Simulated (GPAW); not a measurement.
# AlCo (Pm-3m) in GPAW: a series of runs, part 2 of 2

GPAW 26.7.0. Earlier steps stand in the parts before.

## 4. Band structure, PBEsol+U, collinear spin, ferromagnetic start

Input file run.py:

```python
from ase import Atoms
from ase.dft.bandgap import bandgap
from ase.io import write
from ase.units import GPa
from gpaw import GPAW, PW, setup_paths

setup_paths.insert(0, '.')

atoms = Atoms(['Co', 'Al'],
              cell=[[2.81940321, 0.0, 0.0],
                    [0.0, 2.81940321, 0.0],
                    [0.0, 0.0, 2.81940321]],
              scaled_positions=[[0.5, 0.5, 0.5],
                                [0.0, 0.0, 0.0]],
              pbc=True)
atoms.set_initial_magnetic_moments([2.0, 0.0])

calc = GPAW(mode=PW(600),
            xc='PBEsol',
            kpts={'size': (9, 9, 9), 'gamma': True},
            occupations={'name': 'fermi-dirac', 'width': 0.05},
            setups={'Co': ':d,2.0'},
            nbands=15,
            convergence={'density': 1e-05, 'energy': 1e-05},
            maxiter=150,
            txt='gpaw.txt')
atoms.calc = calc
energy = atoms.get_potential_energy()
forces = atoms.get_forces()
stress = atoms.get_stress()
calc.write('gs.gpw')
write('result.traj', atoms)
print(f'Energy: {energy:.6f} eV')
print('Forces (eV/A):')
print(forces.round(4))
print('Stress (GPa):', (stress / GPa).round(3))
print('Moments:', calc.get_magnetic_moments().round(3))
print('Fermi level:', round(calc.get_fermi_level(), 4), 'eV')
print(f'Gap: {bandgap(calc)[0]:.4f} eV, direct: {bandgap(calc, direct=True)[0]:.4f} eV')

path = atoms.cell.bandpath('GXMGRX,MR', npoints=100, eps=1e-4)
bs_calc = calc.fixed_density(kpts=path, symmetry='off', nbands=24,
                             convergence={'bands': 'CBM+6.0', 'eigenstates': 1e-6}, txt='bands.txt')
bs = bs_calc.band_structure()
bs.write('bs.json')
print(f'Gap on the path: {bandgap(bs_calc)[0]:.4f} eV')
```

Potentials or basis: PAW data sets generated in the run's folder for this functional, pw.

Command:

```
gpaw-setup -f PBEsol Al Co
OMP_NUM_THREADS=1 python run.py
```

gpaw.txt:

```text
__  _  _
 | _ |_)|_||  |
 |__||  | ||/\| - 26.7.0

Input parameters:
  mode=PW(ecut=600.0),
  convergence={'density': 1e-05, 'energy': 1e-05},
  kpts=MonkhorstPack(size=(9, 9, 9), gamma=True),
  maxiter=150,
  nbands=15,
  occupations=Occupations(name='fermi-dirac', width=0.05),
  setups={'Co': ':d,2.0'},
  xc=XC(name='PBEsol')

Diagonalizing LCAO Hamiltonian
Converting LCAO to pw mode
   .------.
  /|      |
 * |  Co  |
 | .------.
 |/      /
 Al-----*

Atoms  # Å, Bohr magnetons
|   | symbol |        x |        y |        z |    initial magnetic moments |
|---|--------|----------|----------|----------|-----------------------------|
[... 241 lines left out ...]

Local magnetic moments
|        x |        y |         z |
|----------|----------|-----------|
| 0.000000 | 0.000000 |  0.093821 |  # Co   0
| 0.000000 | 0.000000 | -0.007514 |  # Al   1

Fermi level: 10.468
Eigenvalues  # (at kpt = [0.000, 0.000, 0.000])
| band index |      eig [eV] | occ [0-1] |      eig [eV] | occ [0-1] |
|------------|---------------|-----------|---------------|-----------|
|          0 |        -0.893 |     1.000 |        -0.917 |     1.000 |
|          1 |         7.232 |     1.000 |         7.422 |     1.000 |
|          2 |         7.232 |     1.000 |         7.422 |     1.000 |
|          3 |         9.205 |     1.000 |         9.263 |     1.000 |
|          4 |         9.205 |     1.000 |         9.263 |     1.000 |
|          5 |         9.205 |     1.000 |         9.263 |     1.000 |
|          6 |        16.558 |     0.000 |        16.535 |     0.000 |
|          7 |        16.558 |     0.000 |        16.535 |     0.000 |
|          8 |        16.558 |     0.000 |        16.535 |     0.000 |
|          9 |        19.313 |     0.000 |        19.370 |     0.000 |
|         10 |        19.313 |     0.000 |        19.370 |     0.000 |
|         11 |        26.200 |     0.000 |        26.203 |     0.000 |
|         12 |        32.428 |     0.000 |        32.408 |     0.000 |
|         13 |        32.428 |     0.000 |        32.408 |     0.000 |
|         14 |        32.428 |     0.000 |        32.408 |     0.000 |

No gap
No difference between direct/indirect transitions

Forces  # eV/Ang
|       x |       y |       z |
|---------|---------|---------|
| 0.00000 | 0.00000 | 0.00000 |  # Co   0
| 0.00000 | 0.00000 | 0.00000 |  # Al   1

Stress tensor  # eV/Ang^3
|         x |         y |         z |
|-----------|-----------|-----------|
| -0.001393 |  0.000000 |  0.000000 |
|  0.000000 | -0.001393 |  0.000000 |
|  0.000000 |  0.000000 | -0.001393 |

# Writing to gs.gpw (mode='')
```

It took 51 s on 1 thread of Arm Neoverse V1, shared host; peak memory 0.23 GiB.

What came out:

| Item | Value |
| --- | --- |
| Free energy | -12.5073 eV |
| Pressure | 0.2 GPa |
| Band gap along the path | none (metal or under the smearing width) |
| Net moment | 0.06 μB per cell |
| Site moments | Co +0.09; Al -0.01 μB |

Levels at the corners of the path, in eV from the Fermi level:
Spin up:
| point | band 2 | band 3 | band 4 | band 5 | band 6 | band 7 | band 8 | band 9 | band 10 | band 11 |
| --- | --- | --- | --- | --- | --- | --- | --- | --- | --- | --- |
| Γ | -3.24 | -3.24 | -1.26 | -1.26 | -1.26 | 6.09 | 6.09 | 6.09 | 8.85 | 8.85 |
| X | -6.87 | -2.61 | -2.15 | -2.15 | -1.14 | 0.10 | 8.42 | 10.75 | 10.75 | 11.89 |
| M | -3.30 | -2.81 | -2.81 | -1.95 | -1.95 | -0.35 | 2.47 | 3.44 | 13.08 | 16.03 |
| Γ | -3.24 | -3.24 | -1.26 | -1.26 | -1.26 | 6.09 | 6.09 | 6.09 | 8.85 | 8.85 |
| R | -4.37 | -4.37 | -0.31 | -0.31 | 2.33 | 2.33 | 2.33 | 4.37 | 5.35 | 5.35 |
| X | -6.87 | -2.61 | -2.15 | -2.15 | -1.14 | 0.10 | 8.42 | 10.75 | 10.75 | 11.89 |
| M | -3.30 | -2.81 | -2.81 | -1.95 | -1.95 | -0.35 | 2.47 | 3.44 | 13.08 | 16.03 |
| R | -4.37 | -4.37 | -0.31 | -0.31 | 2.33 | 2.33 | 2.33 | 4.37 | 5.35 | 5.35 |
Spin down:
| point | band 3 | band 4 | band 5 | band 6 | band 7 | band 8 | band 9 | band 10 |
| --- | --- | --- | --- | --- | --- | --- | --- | --- |
| Γ | -3.05 | -1.20 | -1.20 | -1.20 | 6.07 | 6.07 | 6.07 | 8.90 |
| X | -2.39 | -2.11 | -2.11 | -1.08 | 0.35 | 8.39 | 10.73 | 10.73 |
| M | -2.84 | -2.84 | -1.90 | -1.90 | -0.07 | 2.59 | 3.47 | 13.05 |
| Γ | -3.05 | -1.20 | -1.20 | -1.20 | 6.07 | 6.07 | 6.07 | 8.90 |
| R | -4.35 | -0.03 | -0.03 | 2.31 | 2.31 | 2.31 | 4.34 | 5.37 |
| X | -2.39 | -2.11 | -2.11 | -1.08 | 0.35 | 8.39 | 10.73 | 10.73 |
| M | -2.84 | -2.84 | -1.90 | -1.90 | -0.07 | 2.59 | 3.47 | 13.05 |
| R | -4.35 | -0.03 | -0.03 | 2.31 | 2.31 | 2.31 | 4.34 | 5.37 |

Caveat: the U is typed as a test and isn't derived for this compound.
